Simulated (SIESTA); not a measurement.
The system is Be2C.

```xyz
3
Lattice="0.0000 2.1650 2.1650 2.1650 0.0000 2.1650 2.1650 2.1650 0.0000" Properties=species:S:1:pos:R:3 pbc="T T T"
C     0.0000    0.0000    0.0000
Be    3.2475    3.2475    3.2475
Be    1.0825    1.0825    1.0825
```

Base run:

```yaml
Program: SIESTA 5.4.2
Functional: PBEsol
Potentials_or_basis: PseudoDojo 0.4 standard (PBEsol files)
Basis: DZP (energy shift 0.003 Ry; two zetas on semicore shells)
Grid_cutoff: 800 Ry
Energy_shift: 0.003 Ry
k_mesh: 11 × 11 × 11
Occupations: fermi-dirac, width 0.05 eV
Spin: no spin polarisation
```

Its results: band gap on the k mesh 1.07 eV, indirect (least direct gap 3.65 eV); pressure 0.5 GPa.

Problem. The run is repeated on the same cell with these changes: functional from PBEsol to LDA; potentials or basis from PseudoDojo 0.4 standard (PBEsol files) to PseudoDojo 0.4 standard (LDA files). What comes out?

Solution. Band gap on the k mesh 1.22 eV, indirect (least direct gap 3.58 eV); pressure -5.9 GPa.

Caveats: short orbitals over semicore shells can move pressures by several GPa; the mesh misses the band edges, which the band path finds closer together; the basis of atomic orbitals isn't converged, which shifts pressures, moduli and gaps.
